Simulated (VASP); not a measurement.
# Be (Fm-3m) in VASP: settings compared

The runs below take Be through relaxation of cell and atoms, with revPBE+D2, revPBE+D3.

Everything below comes from runs of VASP 6.6.1. Logs are shortened: lines on timing, memory, paths and dates and some standing lists are left out, and cuts for length are marked.

## (1) Starting point

Symmetry: Fm-3m, No. 225, cubic system. The conventional cell has a = 3.158 Å, b = 3.158 Å, c = 3.158 Å, α = 90.00°, β = 90.00°, γ = 90.00°. Around Be (site symmetry m-3m) lie 12 Be at 2.23 Å.

The cell was built by a generator and needn't be a form met in nature.

## (2) Relaxation of cell and atoms, revPBE+D2

Input file INCAR:

```
SYSTEM = Be
PREC = Accurate
ENCUT = 600
EDIFF = 1E-6
ISMEAR = -1
SIGMA = 0.05
LREAL = .False.
LASPH = .True.
NELM = 100
ALGO = Fast
ISIF = 3
LWAVE = .False.
LCHARG = .False.
GGA = RE
IVDW = 1
IBRION = 2
NSW = 40
EDIFFG = -0.02
```

Input file KPOINTS:

```
Automatic mesh
0
Gamma
  14 14 14
  0 0 0
```

Input file POSCAR:

```
Be
1.0
    0.0000000000      1.5790500000      1.5790500000
    1.5790500000      0.0000000000      1.5790500000
    1.5790500000      1.5790500000      0.0000000000
Be
1
Direct
    0.0000000000      0.0000000000      0.0000000000
```

Potentials or basis: VASP PAW PBE potentials, release 64 (Be).

Run with:

```
$ cat potpaw_PBE.64/Be/POTCAR > POTCAR
$ mpirun -np 1 vasp_std > vasp.out
```

OUTCAR:

```text
SYSTEM = Be
   PREC = Accurate
   ENCUT = 600
   EDIFF = 1E-6
   ISMEAR = -1
   LREAL = .False.
   LASPH = .True.
   NELM = 100
   ISIF = 3
   GGA = RE
   IVDW = 1
   IBRION = 2
   NSW = 40
   EDIFFG = -0.02
  IVDW =   1

 ion  position               nearest neighbor table
   1  0.000  0.000  0.000-

  LATTYP: Found a face centered cubic cell.
 ALAT       =     3.1581000000

  Lattice vectors:

 A1 = (   0.0000000000,   1.5790500000,   1.5790500000)
 A2 = (   1.5790500000,   0.0000000000,   1.5790500000)
 A3 = (   1.5790500000,   1.5790500000,   0.0000000000)

Analysis of symmetry for initial positions (statically):
=====================================================================
 Subroutine PRICEL returns:
 Original cell was already a primitive cell.

 Routine SETGRP: Setting up the symmetry group for a
 face centered cubic supercell.

 Subroutine GETGRP returns: Found 48 space group operations
 (whereof 48 operations were pure point group operations)
 out of a pool of 48 trial point group operations.

The static configuration has the point symmetry O_h .

Analysis of symmetry for dynamics (positions and initial velocities):
=====================================================================
 Subroutine PRICEL returns:
 Original cell was already a primitive cell.

 Routine SETGRP: Setting up the symmetry group for a
 face centered cubic supercell.

 Subroutine GETGRP returns: Found 48 space group operations
 (whereof 48 operations were pure point group operations)
 out of a pool of 48 trial point group operations.

The dynamic configuration has the point symmetry O_h .

 Subroutine INISYM returns: Found 48 space group operations
 (whereof 48 operations are pure point group operations),
 and found     1 'primitive' translations

----------------------------------------------------------------------------------------

                                     Primitive cell

  volume of cell :       7.8744

  direct lattice vectors                    reciprocal lattice vectors
     0.000000000  1.579050000  1.579050000    -0.316646085  0.316646085  0.316646085
     1.579050000  0.000000000  1.579050000     0.316646085 -0.316646085  0.316646085
     1.579050000  1.579050000  0.000000000     0.316646085  0.316646085 -0.316646085

  length of vectors
     2.233113926  2.233113926  2.233113926     0.548447107  0.548447107  0.548447107

  position of ions in fractional coordinates (direct lattice)
     0.000000000  0.000000000  0.000000000

  ion indices of the primitive-cell ions
   primitive index   ion index
                 1           1

----------------------------------------------------------------------------------------

 KPOINTS: Automatic mesh

Automatic generation of k-mesh.
 Grid dimensions read from file:
 generate k-points for:   14   14   14

 Generating k-lattice:

  Cartesian coordinates                     Fractional coordinates (reciprocal lattice)
    -0.022617577  0.022617577  0.022617577     0.071428571  0.000000000  0.000000000
     0.022617577 -0.022617577  0.022617577     0.000000000  0.071428571  0.000000000
     0.022617577  0.022617577 -0.022617577     0.000000000  0.000000000  0.071428571

  Length of vectors
     0.039174793  0.039174793  0.039174793

  Shift w.r.t. Gamma in fractional coordinates (k-lattice)
     0.000000000  0.000000000  0.000000000

 Subroutine IBZKPT returns following result:
 ===========================================

 Found    104 irreducible k-points:

 Following reciprocal coordinates:
            Coordinates               Weight
  0.000000  0.000000  0.000000      1.000000
  0.071429  0.000000  0.000000      8.000000
  0.142857  0.000000  0.000000      8.000000
  0.214286  0.000000  0.000000      8.000000
  0.285714  0.000000  0.000000      8.000000
  0.357143  0.000000  0.000000      8.000000
[... 16 lines left out ...]
  0.214286  0.142857  0.000000     24.000000
  0.285714  0.142857  0.000000     24.000000
 [... further k-points ...]
   k-points           NKPTS =    104   k-points in BZ     NKDIM =    104   number of bands    NBANDS=      5
   number of dos      NEDOS =    301   number of ions     NIONS =      1
   total plane-waves  NPLWV =   5832
   dimension x,y,z NGX =    18 NGY =   18 NGZ =   18
   dimension x,y,z NGXF=    36 NGYF=   36 NGZF=   36
   ions per type =               1
   NGX,Y,Z   is equivalent  to a cutoff of  13.40, 13.40, 13.40 a.u.
   NGXF,Y,Z  is equivalent  to a cutoff of  26.80, 26.80, 26.80 a.u.
 SYSTEM =  Be
   PREC   = accura    normal or accurate (medium, high low for compatibility)
   ISTART =      0    job   : 0-new  1-cont  2-samecut
   ICHARG =      2    charge: 1-file 2-atom 10-const
   ISPIN  =      1    spin polarized calculation?
   LNONCOLLINEAR =      F non collinear calculations
   LSORBIT =      F    spin-orbit coupling
   LASPH  =      T    aspherical Exc in radial PAW
   ENCUT  =  600.0 eV  44.10 Ry    6.64 a.u.   4.46  4.46  4.46*2*pi/ulx,y,z
   NELM   =    100;   NELMIN=  2; NELMDL= -5     # of ELM steps
   EDIFF  = 0.1E-05   stopping-criterion for ELM
   LREAL  =      F    real-space projection
   EDIFFG = -.2E-01   stopping-criterion for IOM
   NSW    =     40    number of steps for IOM
   IBRION =      2    ionic relax: 0-MD 1-quasi-New 2-CG
   NFREE  =      1    steps in history (QN), initial steepest desc. (CG)
   ISIF   =      3    stress and relaxation
   ISYM   =      2    0-nonsym 1-usesym 2-fastsym
   POTIM  = 0.5000    time-step for ionic-motion
   TEBEG  =    0.0;   TEEND  =   0.0 temperature during run
   PSTRESS=    0.0 pullay stress
   NELECT =       2.0000    total number of electrons
   NUPDOWN=      -1.0000    fix difference up-down
   EMIN   =  10.00;   EMAX   =-10.00  energy-range for DOS
   EFERMI =   0.00;   METHOD = LEGACY
   ISMEAR =    -1;   SIGMA  =   0.05  broadening in eV -4-tet -1-fermi 0-gaus
   EFERMI_NEDOS =   21; number of points for ismear=-14 and -15
   IALGO  =     68    algorithm
   IMIX   =      4    mixing-type and parameters
     AMIX     =   0.40;   BMIX     =  1.00
     AMIX_MAG =   1.60;   BMIX_MAG =  1.00
  volume/ion in A,a.u.               =       7.87        53.14
  Fermi-wavevector in a.u.,A,eV,Ry     =   1.036762  1.959196 14.624560  1.074875
  Thomas-Fermi vector in A             =   2.171168
   LORBIT       =      0    0 simple, 1 ext, 2 COOP (PROOUT), +10 PAW based schemes
   GGA     = RE    functional components
   LHFCALC =     F    Hartree Fock is set to
   AEXX    =    0.0000 exact exchange contribution
   IVDW    =     1    specifies the selected vdW correction
   LEPSILON=     F    determine dielectric tensor
   LRPA    =     F    only Hartree local field effects (RPA)
 conjugate gradient relaxation of ions
 non-spin polarized calculation
 RMM-DIIS sequential band-by-band and
  energy-cutoff  :      600.00
  volume of cell :        7.87
 maximum number of plane-waves:       279
 NGX is ok and might be reduce to    18
   NGX =  9   NGY =  9   NGZ =  9

--------------------------------------- Ionic step        1  -------------------------------------------

 number of electron       2.0000000 magnetization

 Free energy of the ion-electron system (eV)
  ---------------------------------------------------
  ext. energy  EPLUGINS =         0.00000000
  ---------------------------------------------------
  free energy    TOTEN  =        -3.46936480 eV

  energy without entropy =       -3.46826162  energy(sigma->0) =       -3.46881321

------------------------ aborting loop because EDIFF is reached ----------------------------------------

  DFT-D2 method for vdW energy calculation

  Number of pair interactions contributing to vdW energy:   66618

  Edisp (eV):   -0.21700

  FORCE on cell =-STRESS in cart. coord.  units (eV):
  Direction    XX          YY          ZZ          XY          YZ          ZX
  --------------------------------------------------------------------------------------
  -------------------------------------------------------------------------------------
  Total      -0.18753    -0.18753    -0.18753     0.00000     0.00000    -0.00000
  in kB     -38.15617   -38.15617   -38.15617     0.00000     0.00000    -0.00000
  external pressure =      -38.16 kB  Pullay stress =        0.00 kB

 VOLUME and BASIS-vectors are now :
 -----------------------------------------------------------------------------
  energy-cutoff  :      600.00
  volume of cell :        7.87
      direct lattice vectors                 reciprocal lattice vectors
     0.000000000  1.579050000  1.579050000    -0.316646085  0.316646085  0.316646085
     1.579050000  0.000000000  1.579050000     0.316646085 -0.316646085  0.316646085
     1.579050000  1.579050000  0.000000000     0.316646085  0.316646085 -0.316646085
[... 42 lines left out ...]
 POSITION                                       TOTAL-FORCE (eV/Angst)
 -----------------------------------------------------------------------------------
      0.00000      0.00000      0.00000         0.000000     -0.000000     -0.000000
 -----------------------------------------------------------------------------------
    total drift:                               -0.000000      0.000000     -0.000000

  FREE ENERGIE OF THE ION-ELECTRON SYSTEM (eV)
  ---------------------------------------------------
  free  energy   TOTEN  =        -3.6894804511 eV

  energy  without entropy=       -3.6886160126  energy(sigma->0) =       -3.68904823

--------------------------------------- Ionic step        3  -------------------------------------------

 number of electron       2.0000000 magnetization

 Free energy of the ion-electron system (eV)
  ---------------------------------------------------
  ext. energy  EPLUGINS =         0.00000000
  ---------------------------------------------------
  free energy    TOTEN  =        -3.46162170 eV

  energy without entropy =       -3.46079724  energy(sigma->0) =       -3.46120947

 E-fermi :   7.8908     XC(G=0): -10.7354

 val. band max:        7.7833000548   @ k =  -0.2857   0.4286   0.2143
 cond. band min:       7.9417819849   @ k =  -0.2857   0.5000   0.2143
 fundamental gap:      0.1584819300
 Fermi energy:         7.8907600276

 k-point     1 :       0.0000    0.0000    0.0000
  band No.  band energies     occupation
      1      -4.1893      2.00000
      2      28.0808      0.00000
      3      28.0808      0.00000
      4      28.0808      0.00000
      5      37.5824      0.00000

 k-point     2 :       0.0714    0.0000    0.0000
  band No.  band energies     occupation
      1      -4.0171      2.00000
      2      26.6562      0.00000
      3      27.7793      0.00000
      4      27.7793      0.00000
      5      36.1413      0.00000

 k-point     3 :       0.1429    0.0000    0.0000
  band No.  band energies     occupation
      1      -3.5004      2.00000
      2      23.2602      0.00000
      3      27.0918      0.00000
      4      27.0918      0.00000
      5      35.8799      0.00000
[... 153 lines left out ...]
 k-point    23 :       0.2143    0.1429    0.0000
  band No.  band energies     occupation
      1      -2.6318      2.00000
      2      21.9913      0.00000
      3      23.4582      0.00000
      4      27.5349      0.00000
      5      30.8602      0.00000

 k-point    24 :       0.2857    0.1429    0.0000
  band No.  band energies     occupation
      1      -1.6526      2.00000
      2      18.3190      0.00000
      3      22.7078      0.00000
      4      26.4869      0.00000
      5      30.9166      0.00000

 [... further k-points ...]

------------------------ aborting loop because EDIFF is reached ----------------------------------------

  DFT-D2 method for vdW energy calculation

  Number of pair interactions contributing to vdW energy:   68568

  Edisp (eV):   -0.22799

  FORCE on cell =-STRESS in cart. coord.  units (eV):
  Direction    XX          YY          ZZ          XY          YZ          ZX
  --------------------------------------------------------------------------------------
  -------------------------------------------------------------------------------------
  Total      -0.00154    -0.00154    -0.00154     0.00000     0.00000    -0.00000
  in kB      -0.32346    -0.32346    -0.32346     0.00000     0.00000    -0.00000
  external pressure =       -0.32 kB  Pullay stress =        0.00 kB

 VOLUME and BASIS-vectors are now :
 -----------------------------------------------------------------------------
  energy-cutoff  :      600.00
  volume of cell :        7.61
      direct lattice vectors                 reciprocal lattice vectors
     0.000000000  1.561436028  1.561436028    -0.320218050  0.320218050  0.320218050
     1.561436028  0.000000000  1.561436028     0.320218050 -0.320218050  0.320218050
     1.561436028  1.561436028  0.000000000     0.320218050  0.320218050 -0.320218050

 POSITION                                       TOTAL-FORCE (eV/Angst)
 -----------------------------------------------------------------------------------
      0.00000      0.00000      0.00000        -0.000000      0.000000     -0.000000
 -----------------------------------------------------------------------------------
    total drift:                                0.000000      0.000000     -0.000000

  FREE ENERGIE OF THE ION-ELECTRON SYSTEM (eV)
  ---------------------------------------------------
  free  energy   TOTEN  =        -3.6896101265 eV

  energy  without entropy=       -3.6887856729  energy(sigma->0) =       -3.68919790

 reached required accuracy - stopping structural energy minimisation
```

It took 5.4 s on 1 thread of Intel Xeon Platinum 8375C at 2.90GHz (Ice Lake), shared host; peak memory 0.12 GiB.

What came out:

```yaml
Free_energy: -3.6896 eV
Relaxed_volume: 7.61 Å³/atom
Relaxed_cell: a = 2.208 Å, b = 2.208 Å, c = 2.208 Å, α = 60.00°, β = 60.00°, γ = 60.00°
Space_group_after_relaxing_to_0.05_Å: Fm-3m (No. 225)
Energy_gained_by_relaxing: 3.2 meV/atom
Ionic_steps: 3
Pressure_after_relaxing: 0.0 GPa
Band_gap_on_the_k_mesh: none (metal or under the smearing width)
Dispersion_energy_per_atom: -0.228 eV
```

Step by step:
```
step  energy change (eV)  largest force (eV/Å)  pressure (GPa)  volume (Å³)
   1              0.0000                0.0000           -3.82         7.87
   2             -0.0031                0.0000           -0.80         7.66
   3             -0.0032                0.0000           -0.03         7.61
```

Final structure:
```xyz
1
Lattice="0.0000 1.5614 1.5614 1.5614 0.0000 1.5614 1.5614 1.5614 0.0000" Properties=species:S:1:pos:R:3 pbc="T T T"
Be    0.0000    0.0000    0.0000
```

Caveat: atom-pairwise D2, TS and ULG terms overbind metals; the PAW data sets were made with another functional, which shifts forces and pressure a little; pairwise dispersion overbinds metals, which lowers pressure and volume.

[end of part 1 of 2]
